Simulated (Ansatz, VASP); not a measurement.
**Mg: VASP beside Ansatz**

```
Mg
1.0
    -1.47650    1.47650    1.49127
     1.47650   -1.47650    1.49127
     1.47650    1.47650   -1.49127
Mg
1
Direct
  0.00000 0.00000 0.00000
```

Change from the starting cell: zz strain of +1 %, crystal datasets.

Alike in both runs: task electric field gradients; functional LDA; k mesh 19 × 19 × 19; occupations fermi-dirac, width 0.03 eV; no spin polarisation.

|  | VASP | Ansatz |
| --- | --- | --- |
| version | VASP 6.6.1 | Ansatz 0.2.0 |
| potentials or method | VASP PAW LDA potentials, release 64 (Mg), cutoff 520 eV | all-electron PAW with datasets made for the crystal, scalar-relativistic |

VASP gave:

| Quantity | Value |
| --- | --- |
| pressure (GPa) | 53.7 |
| Vzz of the field gradient on the site that differs most (V/Å²) | 0.1 |

Task: What did Ansatz give for the same quantities?

Result: Pressure (GPa): 53.5; Vzz of the field gradient on the site that differs most (V/Å²): 0.2.

Ansatz ran all-electron here, so the differences hold the error of VASP's frozen core and of both bases.

Caveats: so large a pressure means that the cell lies far from this level's equilibrium, or that cutoff or potentials fall short (VASP).
